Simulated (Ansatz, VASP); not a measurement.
One calculation of Pt, two programs

```
Pt
1.0
     0.00000    1.97011    1.97011
     1.97011    0.00000    1.97011
     1.97011    1.97011    0.00000
Pt
1
Direct
  0.00000 0.00000 0.00000
```

Alike in both runs: functional r2SCAN; k mesh 18 × 18 × 18; occupations gaussian, width 0.1 eV; no spin polarisation.

Ansatz relaxed the structure, and its values are those at the end. VASP's run is a single point on that final structure, the one shown.

|  | VASP | Ansatz |
| --- | --- | --- |
| version | VASP 6.6.1 | Ansatz 0.2.0 |
| potentials or method | VASP PAW PBE potentials, release 64 (Pt) | scalar-relativistic, plane waves, PAW |
| plane-wave cutoff (eV) | 520 | 500 |
| valence electrons in the cell | 10 | 18 |

Ansatz gave:

```
gap on the k mesh at the Fermi level (eV) : none
pressure (GPa)                            : 0.0
```

Problem. Which values does VASP return?

Solution. gap on the k mesh at the Fermi level (eV): none; pressure (GPa): 0.7.

A gap of «none» marks a metal or a gap that the smearing closes. The two sets of potentials don't hold the same shells in valence.

Caveats: the PAW data sets were made with another functional, which shifts forces and pressure a little (VASP). Spin-orbit coupling is left out, which matters for the levels of Pt.
